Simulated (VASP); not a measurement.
Here is a VASP 6.6.1 calculation.

Contents of INCAR:

```
SYSTEM = ZrB2
PREC = Accurate
ENCUT = 450
EDIFF = 1E-6
ISMEAR = 0
SIGMA = 0.02
LREAL = .FALSE.
LASPH = .TRUE.
NELM = 100
ALGO = Normal
ISIF = 2
LWAVE = .FALSE.
LCHARG = .FALSE.
GGA = PE
NBANDS = 16
```

File KPOINTS:

```
regular mesh
0
G
  5 5 4
  0 0 0
```

Contents of POSCAR:

```
ZrB2
1.0
    3.1700000000      0.0000000000      0.0000000000
   -1.5850000000      2.7453005300      0.0000000000
    0.0000000000      0.0000000000      3.5330000000
Zr B
1 2
Direct
    0.0000000000      0.0000000000      0.0000000000
    0.6666666667      0.3333333333      0.5000000000
    0.3333333333      0.6666666667      0.5000000000
```

Potentials or basis: VASP PAW PBE potentials, release 64 (Zr_sv_GW, B_GW).

Command:

```console
$ cat potpaw_PBE.64/Zr_sv_GW/POTCAR potpaw_PBE.64/B_GW/POTCAR > POTCAR
$ mpirun -np 1 vasp_std > vasp.out
```

Estimate the band gap on the k mesh.

none (metal or under the smearing width).

What does it give for the pressure?

0.4 GPa.

Stress tensor (GPa, compression positive):
```
 0.80  0.00  0.00
 0.00  0.80  0.00
 0.00  0.00 -0.42
```

Caveat: the k mesh is coarse (spacing up to 0.46 Å⁻¹), so the values aren't converged.
